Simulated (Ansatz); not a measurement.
Predict the output of the script below (the Python package of Ansatz (0.2.0)).

The script reads `cao.xyz`:
```text
4
Lattice="3.99197582 0.0 0.0 -1.99598791 3.45715248 0.0 0.0 0.0 4.78484001" Properties=species:S:1:pos:R:3 pbc="T T T"
Ca   -0.00000002    2.30476833    3.58863001
Ca    1.99598793    1.15238415    1.19621000
O    -0.00000002    2.30476833    1.19621000
O     1.99598793    1.15238415    3.58863001
```

`run_phonons.py`
```python
from pathlib import Path
import warnings

import ansatz as az
import numpy as np


def main() -> None:
    warnings.simplefilter("ignore", az.DeckWarning)

    cell = az.Crystal.from_extxyz("cao.xyz")

    calculation = (
        cell.calculation()
        .functional("r2scan")
        .basis(56 * az.Ry, density_ratio=8)
        .occupations("Fixed")
        .scf(max_iterations=100, extra_bands=2)
        .kpoints(5, 5, 3)
        .phonons("fd", supercell=1)
    )
    result = calculation.run(threads=1, pin="off", runs_dir="out")
    folder = Path(result.output_folder) / "results"
    ph = result.phonons

    print("modes at Gamma (1/cm):", np.round(ph.gamma_omega_inv_cm, 1) + 0.0)
    print(f"{ph.n_members} displaced supercells, sum-rule residual {ph.asr_residual_pre_ev_ang2:.1e} eV/A^2")
    optical = np.sort(ph.gamma_omega_inv_cm)
    print("imaginary modes at Gamma:", int((optical < -10).sum()), "- highest mode", round(float(optical[-1]), 1), "1/cm")


if __name__ == "__main__":
    main()
```

Output of `python run_phonons.py`:
```text
modes at Gamma (1/cm): [  0.    0.    0.  202.9 202.9 278.6 296.7 371.7 371.7 374.6 376.8 376.8]
2 displaced supercells, sum-rule residual 3.8e-04 eV/A^2
imaginary modes at Gamma: 0 - highest mode 376.8 1/cm
```

The settings weren't tested for convergence. The cell isn't relaxed first, so the values belong to this volume. No non-analytic term is added, so at the zone centre the longitudinal optical modes of a polar crystal aren't split off. The structure comes from a database of computed cells and needn't be a stable or known phase. The structure is taken as given and the supercell is small; imaginary modes can come from an unrelaxed or unstable start. Run time: 51 s on 1 thread of AMD EPYC 9R45 96-Core Processor (Zen 5), on a shared host, peak memory 2 GiB.

(Lines on the test bed's own set-up are left out of the output.)
